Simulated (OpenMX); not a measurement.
Ta, 2 atoms in the cell. The structure is hexagonal, space group P6_3/mmc (No. 194). Conventional cell: a = 2.779 Å, b = 2.779 Å, c = 4.951 Å, α = 90.00°, β = 90.00°, γ = 120.00°. Around Ta (site symmetry -6m2) lie 12 Ta at 2.78 to 2.95 Å. This isn't the form of Ta at room conditions, which is bcc.

```yaml
Program: OpenMX 3.8.5
Task: single point
Functional: PBE
Potentials_or_basis: OpenMX 2013 PBE set, Ta7.0-s3p2d2f1, grid cutoff 400 Ry
k_mesh: 9 × 9 × 5
Occupations: fermi-dirac, width 0.05 eV
Spin: no spin polarisation
Mixing_scheme: rmm-diisk
SCF_threshold: 1e-08 Ha
Solver: band
Max_SCF_cycles: 100
```

Potentials or basis: OpenMX 2013 PBE set, Ta7.0-s3p2d2f1, grid cutoff 400 Ry.

Run with:

```sh
$ openmx Ta.dat -nt 1 > Ta.std
```

Hardware: 1 thread of Intel(R) Xeon(R) Platinum 8488C (Sapphire Rapids), with other jobs on the host.

Task: Estimate the wall time of this run.

Result: It took 5.5 min on 1 thread of Intel(R) Xeon(R) Platinum 8488C (Sapphire Rapids), on a shared host, peak memory 0.76 GiB. Counts: k points 203, basis 52, scf iterations 14.
